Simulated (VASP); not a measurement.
Here is a VASP 6.6.1 calculation.

Contents of INCAR:

```
SYSTEM = Si
ALGO = Fast
EDIFF = 1E-6
ENCUT = 520
GGA = PE
ISIF = 2
ISMEAR = -1
LASPH = .True.
LCHARG = .True.
LELF = .True.
LREAL = Auto
LVHAR = .True.
LWAVE = .False.
NBANDS = 48
NELM = 80
PREC = Accurate
SIGMA = 0.02
```

Contents of KPOINTS:

```
k-points
0
Gamma
  2 2 2
  0 0 0
```

POSCAR

```
Si
1.0
    0.0000000000      5.4300000000      5.4300000000
    5.4300000000      0.0000000000      5.4300000000
    5.4300000000      5.4300000000      0.0000000000
Si
17
Direct
   -0.0042081031      0.0143922652      0.0064364641
    0.1398250460      0.1184069982      0.1191252302
    0.0159576427      0.0243186004      0.4869889503
    0.1412246777      0.1232504604      0.6273020258
   -0.0144659300      0.5163627993     -0.0037845304
    0.1037108656      0.6349815838      0.1346685083
   -0.0050736648      0.5228821363      0.4978176796
    0.1417403315      0.6163259669      0.6314456722
    0.4879281768      0.0094935543     -0.0147237569
    0.5983885820      0.0958287293      0.1586648250
    0.5145303867     -0.0034438306      0.5274033149
    0.6537016575      0.1413259669      0.6154696133
    0.5026335175      0.4936279926      0.0094843462
    0.6206537753      0.6273020258      0.1076887661
    0.5143370166      0.4892357274      0.4971546961
    0.6314640884      0.6331767956      0.6003222836
    0.7668508287      0.2513996317      0.8078084715
```

Potentials or basis: VASP PAW PBE potentials, release 64 (Si).

Run with:

```bash
$ cat potpaw_PBE.64/Si/POTCAR > POTCAR
$ mpirun -np 1 vasp_std > vasp.out
```

Task: What does it give for the pressure?

Result: 6.2 GPa.

Task: Predict the largest force.

Result: 2.449 eV/Å.

Task: Estimate the band gap on the k mesh.

Result: None (metal or under the smearing width).

Stress tensor (GPa, compression positive):
```
 5.52  0.60 -0.84
 0.60  6.43  2.29
-0.84  2.29  6.63
```

Caveat: the k mesh is coarse (spacing up to 0.50 Å⁻¹), so the values aren't converged.
